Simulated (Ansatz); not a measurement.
# NbGe2N4 monolayer in a perpendicular field, part 2 of 3

Wanted: the out-of-plane response of the NbGe2N4 monolayer. A positive field points along +c.

Ansatz 0.2.0; plane-wave DFT, PBE-D3(BJ), Ansatz PAW.

So far. Step 2 (Relaxation): The lattice constant a goes from 3.020 to 3.060 Å.

### Step 3. Atoms held, field 0

A sawtooth potential applies the field, turning back in the middle of the vacuum. With the dipole correction the typed value is the field outside the slab. The induced dipole is small, so the SCF threshold is tight.

The cell differs from the one that the last finished run ended in (c 45.826 → 25.408 Å).

The input, input.yaml:

```yaml
crystal:
  lattice:
    - [3.0602436704, 0.0, 0.0]
    - [-1.5301218352, 2.6502487604, 0.0]
    - [0.0, 0.0, 25.4076757143]
  atoms:
    - { symbol: "N", position: [0.0, 0.0, 0.3542236646], spin: 0.01 }
    - { symbol: Ge, position: [0.3333333333, 0.6666666667, 0.3783417544] }
    - { symbol: "N", position: [0.3333333333, 0.6666666667, 0.4520921186] }
    - { symbol: Nb, position: [0.0, 0.0, 0.5], spin: 0.32 }
    - { symbol: "N", position: [0.3333333333, 0.6666666667, 0.5479078814] }
    - { symbol: Ge, position: [0.3333333333, 0.6666666667, 0.6216582456] }
    - { symbol: "N", position: [0.0, 0.0, 0.6457763354], spin: 0.01 }
magnetization:
  spin_polarized: true
kpoints:
  mp_grid: { grid: [18, 18, 1] }
  band_path:
    path: [[0, 0, 0], [0.5, 0, 0], [0.33333333, 0.33333333, 0], [0, 0, 0]]
    npoints: 16
hamiltonian:
  xc: pbe
  dispersion: d3bj
scf:
  occupations: { method: fermi_dirac, width: 0.02585 }
  convergence: { dr2_threshold: 1.0e-10 }
efield:
  axis: 3
  dipole_correction: true
  ramp_position: 0.97
  ramp_width: 0.06
  amplitude: 0
output:
  dos: { projected: true, e_range: [-6, 5] }
  write_potential: true
  write_density: true
  volumetric_format: npy
  elf: true
```

Command:

```
ansatz run input.yaml --threads 4 --pin off --max-ram 6144MiB --backend cpu --events-out ev --progress --plain --runs-dir out
```

Numbers of over 12 decimals in the logs are rounded to 6 here.

What it wrote:

```text
[...]
Crystal: 7 atoms, lattice volume = 206.067 Å³
Basis set: ecut = 420 eV, 4021 PW (Γ)
Bands: 38, of which v1, the nominal top of the filled ones, is band 31 counted from 1 (30 counted from 0)
Symmetry: 6 space group operations
k-points: 37 of 324 (time reversal used)
[...]
Starting moments: Σ|m| = 0.34 μB on 3 of 7 sites
[...]
SCF iter   1: F=—  HF=-14678.344060 eV  |F-HF|=—  |Δ(HF+E_count)|=         —  Δρ=5.04e-2 (↑5.04e-2 ↓4.99e-2)  dr2=2.78e1  dr2_m=1.01e-2  M=0.501 μB ∫|m|=0.504 μB  β_m=0.63  ethr=3.10e-3  p=0.000 e·Å  D=2.58e-13 V/Å  ΔV_dip=-0.00 eV  dr2_dipole=5.38e-10  V_vac-E_F(+/−)=7.35/7.35 eV  ⟨swp⟩=9.1  Hψ=13270  notcnv=0
[...]
efield: sawtooth ramp at fractional position 0.9700 (set: `efield.ramp_position`, or a place that a band, a saddle search or an elastic batch's reference lends), width 0.0600; the density the first Hamiltonian is built on has a dipole p = 0.000 e·Å; the dipole correction subtracts the counter field D = 2.58e-13 V/Å, which shifts the + side's vacuum level by -0.00 eV against the − side's; the planar-averaged density in the ramp window peaks in size at 6.0e-6 e/Å³
[...]
SCF iter   2: F=—  HF=-14680.029131 eV  |F-HF|=—  |Δ(HF+E_count)|=    1.69e0  Δρ=3.02e-2 (↑2.87e-2 ↓3.02e-2)  dr2=1.02e1  dr2_m=1.33e-2  M=0.677 μB ∫|m|=0.684 μB  β_m=0.47  ethr=3.10e-3  p=0.000 e·Å  D=2.73e-5 V/Å  ΔV_dip=-0.00 eV  dr2_dipole=4.99e-8  V_vac-E_F(+/−)=6.73/6.73 eV  ⟨swp⟩=3.0  Hψ=5387  notcnv=0  defer=126
density mixer auto → msr1: a metal under ldos (density of states about μ 0.57 of a free-electron gas's, 18 screened modes)
SCF iter   3: F=—  HF=-14681.917501 eV  |F-HF|=—  |Δ(HF+E_count)|=    1.89e0  Δρ=1.03e-2 (↑1.03e-2 ↓1.00e-2)  dr2=8.13e-1  dr2_m=5.76e-3  M=0.756 μB ∫|m|=0.779 μB  β_m=0.65  ethr=3.10e-3  p=0.000 e·Å  D=3.27e-5 V/Å  ΔV_dip=-0.00 eV  dr2_dipole=4.66e-8  V_vac-E_F(+/−)=6.04/6.04 eV  ⟨swp⟩=3.4  Hψ=6198  notcnv=0  defer=128
[...]
SCF iter  14: F=-14681.985093 eV  HF=-14681.985093 eV  |F-HF|=8.00e-11  |Δ(HF+E_count)|=  3.86e-10  Δρ=8.16e-8 (↑8.16e-8 ↓5.36e-8)  dr2=2.57e-11  dr2_m=2.59e-12  M=0.774 μB ∫|m|=0.803 μB  ethr=1.00e-12  p=0.000 e·Å  D=9.87e-8 V/Å  ΔV_dip=-0.00 eV  dr2_dipole=2.66e-14  V_vac-E_F(+/−)=5.54/5.54 eV  ⟨swp⟩=11.6  Hψ=11104  notcnv=0
SCF 1 converged in 14 iterations: F = -14681.985093 eV  dr2 = 2.57e-11
[...]
NSCF: frozen V_eff on 49 k-points
efield: sawtooth ramp at fractional position 0.9700 (kept from the solve that this one continues, or follows in the run), width 0.0600; the density the first Hamiltonian is built on has a dipole p = 0.000 e·Å; the dipole correction subtracts the counter field D = 9.87e-8 V/Å, which shifts the + side's vacuum level by -0.00 eV against the − side's; the planar-averaged density in the ramp window peaks in size at 4.9e-6 e/Å³
SCF converged after 14 iterations
Magnetization: 0.7741 μB (30.8870 up, 30.1130 down)
Absolute magnetization: 0.8031 μB (∫|ρ↑−ρ↓|, with the PAW one-centre terms)
[...]
Per-site moments (μB) at R_I (Å): [(0.00620259, 0.771408), (0.00337534, 0.771408), (0.0007367, 0.772953), (0.329626, 0.885035), (0.000736704, 0.772953), (0.00337534, 0.771408), (0.0062026, 0.771408)]
Free energy (F): -14681.985093 eV
[...]
Internal energy: -14681.978816 eV  (E = F + TS)
E sigma→0 (E₀):  -14681.981955 eV
Entropy (-TS):   -0.006278 eV (-0.897 meV/atom)
Fermi energy:    1.489280 eV
Dipole field:    D = 0.000000 V/Å  (p = 0.000000 e·Å, saw-weighted, corrected)
Work function:   Φ+ = 5.5390 eV   Φ− = 5.5390 eV
Levels:          The Fermi level and band energies are counted from a zero that moves with the ramp; work functions are not
[...]
--- Band table (eV; the first three rows and the last of 74) ---
  k-point 0 ↑: bands = [... 27 lower, -0.8103, -0.8103, -0.2523, 1.5601, 3.2750, 3.6654, 4.8745, 4.8745, ... 3 higher]
  k-point 1 ↑: bands = [... 27 lower, -0.9119, -0.8626, -0.1537, 1.6773, 3.4366, 3.5828, 4.8661, 5.0043, ... 3 higher]
  k-point 2 ↑: bands = [... 27 lower, -1.0549, -1.0085, -0.0779, 1.7578, 3.5259, 3.7738, 4.8434, 5.0911, ... 3 higher]
  k-point 36 ↓: bands = [... 27 lower, -1.9718, -0.6117, 0.0048, 2.0011, 3.9974, 5.6184, 5.6368, 6.3766, ... 3 higher]
```

Elapsed: 24 s, on 4 threads of Intel Xeon Platinum 8488C (Sapphire Rapids), shared host; peak memory 1 GiB; 91 s of CPU time.

Numbers from this step:

| Quantity | Value |
| --- | --- |
| energy at zero smearing | -14681.9820 eV |
| total moment | 0.7741 μB |
| site moments | 0.006203, 0.003375, 7.37e-4, 0.3296, 7.37e-4, 0.003375, 0.006203 μB |
| work function, upper face | 5.539 eV |
| dipole along the normal | 3.59e-7 e·Å |

Running mean over a fixed 2.7 Å (it still follows the layers) of the planar mean; the ramp of the sawtooth is left out. The electron's electrostatic potential energy less the Fermi level by z:

z (Å), electron's electrostatic potential energy less the Fermi level (eV) and a bar from the least value:
```
        3        5.5 ##############################
        4        5.5 ##############################
        5        5.5 ##############################
        6        5.5 ##############################
        7        5.1 #############################
        8       -0.6 ####################
        9       -6.8 #########
       10       -8.2 #######
       11       -6.7 ##########
       12      -11.0 ##
       13      -12.4 
       14       -8.1 #######
       15       -7.7 ########
       16       -7.6 ########
       17       -3.7 ###############
       18        3.8 ###########################
       19        5.5 ##############################
       20        5.5 ##############################
       21        5.5 ##############################
       22        5.5 ##############################
```

The density of states has structure finer than the step of the table below, so its rows give means over 0.25 eV, whole bins alone (the curve runs from -6 to 1.99 eV). Peaks (eV: height): total -5.530: 6.72, -5.480: 6.64, -4.870: 9.09, -2.990: 9.00, -2.500: 6.20, -2.200: 8.11, 0.040: 7.22; up -5.530: 5.08, -5.040: 3.64, -4.900: 5.03, -2.990: 5.64, -2.550: 3.00, -2.250: 3.48, -0.710: 4.75; down -5.480: 4.26, -4.950: 3.61, -4.870: 5.55, -2.940: 3.99, -2.200: 5.12, -2.140: 4.22, 0.040: 7.01.

Table of density of states by energy, zero at the Fermi level; means over each step; values in states/eV a cell:

```
energy (eV)   total      up     down
      -5.75    2.70    1.36     1.34
      -5.50    4.48    2.33     2.15
      -5.25    2.83    1.37     1.46
      -5.00    5.36    3.03     2.32
      -4.75    5.38    2.70     2.68
      -4.50    4.25    1.96     2.28
      -4.25    3.58    1.64     1.93
      -4.00    2.75    1.38     1.37
      -3.75    2.64    1.28     1.36
      -3.50    1.92   0.913     1.00
      -3.25    3.95    2.20     1.75
      -3.00    6.44    3.34     3.10
      -2.75    4.59    2.29     2.31
      -2.50    5.46    2.56     2.89
      -2.25    5.79    2.68     3.11
      -2.00    4.51    2.07     2.45
      -1.75    2.24    1.12     1.12
      -1.50    1.17   0.416    0.751
      -1.25       0       0        0
      -1.00       0       0        0
      -0.75    1.71    1.71        0
      -0.50    1.15    1.15        0
      -0.25   0.508   0.508        0
       0.00    2.41   0.231     2.18
       0.25    1.35   0.336     1.01
       0.50   0.460       0    0.460
       0.75   0.366       0    0.366
       1.00       0       0        0
       1.25       0       0        0
       1.50       0       0        0
       1.75  0.0566  0.0481  0.00849
```

Projected DOS per atom over height of the atomic layer and energy from the Fermi level. Layers: N Ge N Nb N Ge N from below.

Values in states/eV, 22 rows by 7 columns, each cell a mean:
```
0.02 0.02 0.01 0.08 0.01 0.02 0.02
0.00 0.00 0.00 0.00 0.00 0.00 0.00
0.00 0.00 0.00 0.00 0.00 0.00 0.00
0.03 0.02 0.02 0.23 0.02 0.02 0.03
0.03 0.02 0.05 0.66 0.05 0.02 0.03
0.04 0.03 0.11 1.54 0.11 0.03 0.04
0.01 0.01 0.06 0.57 0.06 0.01 0.01
0.03 0.02 0.10 1.24 0.10 0.02 0.03
0.00 0.00 0.00 0.00 0.00 0.00 0.00
0.21 0.00 0.22 0.01 0.22 0.00 0.21
0.62 0.01 0.62 0.09 0.62 0.01 0.62
1.43 0.04 1.18 0.37 1.18 0.04 1.43
0.84 0.06 1.33 0.64 1.33 0.06 0.84
1.01 0.13 1.34 0.72 1.34 0.13 1.01
0.68 0.12 0.79 0.50 0.79 0.12 0.68
0.39 0.08 0.43 0.49 0.43 0.08 0.39
0.52 0.16 0.45 0.54 0.45 0.16 0.52
0.66 0.26 0.68 0.70 0.68 0.26 0.66
1.00 0.39 0.87 0.72 0.87 0.39 1.00
0.67 0.30 0.75 0.64 0.75 0.30 0.67
0.59 0.38 0.74 0.54 0.74 0.38 0.59
0.45 0.31 0.44 0.33 0.44 0.31 0.45
```
Columns: height of the atomic layer (Å) from 9 to 16.4 (not evenly spaced); rows upwards: energy from the Fermi level (eV) from -5.96 to 1.96.

Projected DOS per atom, spin up over height of the atomic layer and energy from the Fermi level. Layers: N Ge N Nb N Ge N from below.

Ten even steps from '0' (0.00 states/eV) to '9' (1.24 states/eV), each cell a mean:
```
0000000
0000000
0000000
0000000
0000000
0001000
0004000
0009000
0000000
0000000
2020202
5041405
3052503
3052503
3032303
1011101
2012102
2122212
3133313
2132312
2132312
1111111
```
Columns: height of the atomic layer (Å) from 9 to 16.4 (not evenly spaced); rows upwards: energy from the Fermi level (eV) from -5.96 to 1.96.

Projected DOS per atom, spin down over height of the atomic layer and energy from the Fermi level. Layers: N Ge N Nb N Ge N from below.

Values in states/eV, 22 rows by 7 columns, each cell a mean:
```
0.01 0.01 0.00 0.00 0.00 0.01 0.01
0.00 0.00 0.00 0.00 0.00 0.00 0.00
0.00 0.00 0.00 0.00 0.00 0.00 0.00
0.03 0.02 0.02 0.23 0.02 0.02 0.03
0.01 0.01 0.04 0.58 0.04 0.01 0.01
0.03 0.02 0.09 1.35 0.09 0.02 0.03
0.00 0.00 0.00 0.00 0.00 0.00 0.00
0.00 0.00 0.00 0.00 0.00 0.00 0.00
0.00 0.00 0.00 0.00 0.00 0.00 0.00
0.11 0.00 0.12 0.01 0.12 0.00 0.11
0.32 0.01 0.33 0.05 0.33 0.01 0.32
0.71 0.02 0.63 0.20 0.63 0.02 0.71
0.42 0.03 0.67 0.32 0.67 0.03 0.42
0.52 0.07 0.70 0.36 0.70 0.07 0.52
0.30 0.06 0.36 0.21 0.36 0.06 0.30
0.20 0.05 0.22 0.26 0.22 0.05 0.20
0.26 0.08 0.23 0.26 0.23 0.08 0.26
0.34 0.13 0.39 0.37 0.39 0.13 0.34
0.50 0.20 0.44 0.31 0.44 0.20 0.50
0.32 0.15 0.34 0.28 0.34 0.15 0.32
0.30 0.20 0.36 0.25 0.36 0.20 0.30
0.23 0.15 0.21 0.15 0.21 0.15 0.23
```
Columns: height of the atomic layer (Å) from 9 to 16.4 (not evenly spaced); rows upwards: energy from the Fermi level (eV) from -5.96 to 1.96.

Deep bands are left out, so band numbers here count from the lowest band kept and differ from the log's. Electronic bands along the path, in eV, zero at the Fermi level; # counts the bands kept:

```
  point  up #12  up #13  up #14  up #15  down #11  down #12  down #13  down #14
      Γ   -1.74    0.07    1.79    2.18     -2.23     -1.73      0.44      1.80
halfway   -1.85   -0.45    2.37    2.76     -2.71     -1.83      0.27      2.53
      M   -1.95   -0.66    2.47    2.58     -2.28     -1.90      0.04      2.53
halfway   -1.87   -0.51    2.53    3.65     -2.14     -1.84      0.18      3.20
      K   -1.51   -0.14    1.76    3.91     -2.10     -1.48      0.51      2.51
halfway   -1.95   -0.63    2.67    3.27     -2.32     -1.93      0.10      2.94
      Γ   -1.74    0.07    1.79    2.18     -2.23     -1.73      0.44      1.80
```

Spin density in the ca plane at fractional y = 0.667, with atoms of Ge and N within 0.2 Å of it.

Ten even steps from '0' (-0.01 e/Å³) to '9' (0.11 e/Å³), each cell a mean:
```
00000000000000000000000000001139721100000000
00000000000000000000000000001149721100000000
00000000000000000000000000000126411000000000
00000000000000000000000000000012100000000000
00000000000000000000000001110000000011100000
00000000000000000000000001110000000011100000
00000000000000000000000000000001100000000000
00000000000000000000000000000125410000000000
```
Columns run along c (16.0 Å, from fractional 0.05 to 0.68 of the cell), rows up along a (3.1 Å). Atoms in or near the plane, at fractional coordinates: Ge at (0.38, 0.33), N at (0.45, 0.33), N at (0.55, 0.33), Ge at (0.62, 0.33).

Electrostatic potential energy in the ca plane at fractional y = 0.667, with atoms of Ge and N within 0.2 Å of it. With pseudopotentials it is smooth inside the atoms' cores, unlike the true potential.

Ten even steps from '0' (-42 eV) to '9' (7 eV), each cell a mean:
```
99999999999998888899986446899998888999999999
99999999999998888899986446899998888999999999
99999999999998767889987667889987678999999999
99999999999986323587457888646863235899999999
99999999999984100362005887101641003799999999
99999999999984100362004886000541003799999999
99999999999986322576347888535763125899999999
99999999999998656789887667889986567899999999
```
Columns run along c (16.0 Å, from fractional 0.16 to 0.79 of the cell; values clipped at the 3rd and 97th percentile), rows up along a (3.1 Å). Atoms in or near the plane, at fractional coordinates: Ge at (0.38, 0.33), N at (0.45, 0.33), N at (0.55, 0.33), Ge at (0.62, 0.33).

ELF in the ca plane at fractional y = 0.667, with atoms of Ge and N within 0.2 Å of it. It is the smooth field of the valence electrons, not physical close to the nuclei.

Ten even steps from '0' (0.00) to '9' (0.81), each cell a mean:
```
00000000013577764101212452121113577764100000
00000000013577764101112452111013577764200000
00000000001356643225763222576323456542000000
00000000000123322369997216999743233310000000
00000000000022100389468428747951002210000000
00000000000022100389358428737951002210000000
00000000000123312369998316999842123310000000
00000000001356543236874223687423456532000000
```
Columns run along c (16.0 Å, from fractional 0.16 to 0.79 of the cell), rows up along a (3.1 Å). Atoms in or near the plane, at fractional coordinates: Ge at (0.38, 0.33), N at (0.45, 0.33), N at (0.55, 0.33), Ge at (0.62, 0.33).

The work function of the upper face is 5.54 eV.

### Step 4. Single point, field 0.1 V/Å

input.yaml: that of step 3 with these lines changed.

```diff
@@ -31,5 +31,4 @@
   ramp_width: 0.06
-  amplitude: 0
+  amplitude: 0.1
 output:
-  dos: { projected: true, e_range: [-6, 5] }
   write_potential: true
@@ -37,2 +36 @@
   volumetric_format: npy
-  elf: true
```

What it wrote:

```text
[...]
Crystal: 7 atoms, lattice volume = 206.067 Å³
Basis set: ecut = 420 eV, 4021 PW (Γ)
Bands: 38, of which v1, the nominal top of the filled ones, is band 31 counted from 1 (30 counted from 0)
Symmetry: 6 space group operations
k-points: 37 of 324 (time reversal used)
[...]
Starting moments: Σ|m| = 0.34 μB on 3 of 7 sites
[...]
k-point 1 ↑: bands = [... 27 lower, -0.9119, -0.8625, -0.1537, 1.6770, 3.4306, 3.5881, 4.8658, 5.0029, ... 3 higher]
  k-point 2 ↑: bands = [... 27 lower, -1.0548, -1.0084, -0.0779, 1.7576, 3.5219, 3.7769, 4.8431, 5.0905, ... 3 higher]
  k-point 36 ↓: bands = [... 27 lower, -1.9723, -0.6130, 0.0060, 2.0008, 3.9972, 5.6176, 5.6362, 6.3765, ... 3 higher]
[key lines of the parts left out:]
SCF converged after 14 iterations
Magnetization: 0.7741 μB (30.8870 up, 30.1130 down)
Free energy (F): -14681.986970 eV
Fermi energy:    1.489045 eV
Dipole field:    D = 0.032950 V/Å  (p = 0.037523 e·Å, saw-weighted, corrected)
```

It took 27 s on 4 threads; peak memory 0.99 GiB; 1.7 min of CPU time.

The dipole is 0.0375 e·Å.

[end of part 2 of 3]

[Logs are printed without paths, hosts, clocks, repeated set-up lines and the standing remarks that a program may print on its own settings, such as how far it seeks lower states.]

[Hosts, paths, dates, database ids (printed as entryN), source tags and the programs' standing remarks are cut or masked in the printed files.]

[Maps of the electrostatic potential energy from Ansatz leave out the sawtooth potential of an applied field or a dipole correction, so their vacuum need not be flat; planar profiles and work functions include it.]

[The density of states shown here was stored with 400 of the rows of the run's finer table, so its peaks can read low, often by over a quarter, or be missed, and its means over a window can be off by a tenth or more.]
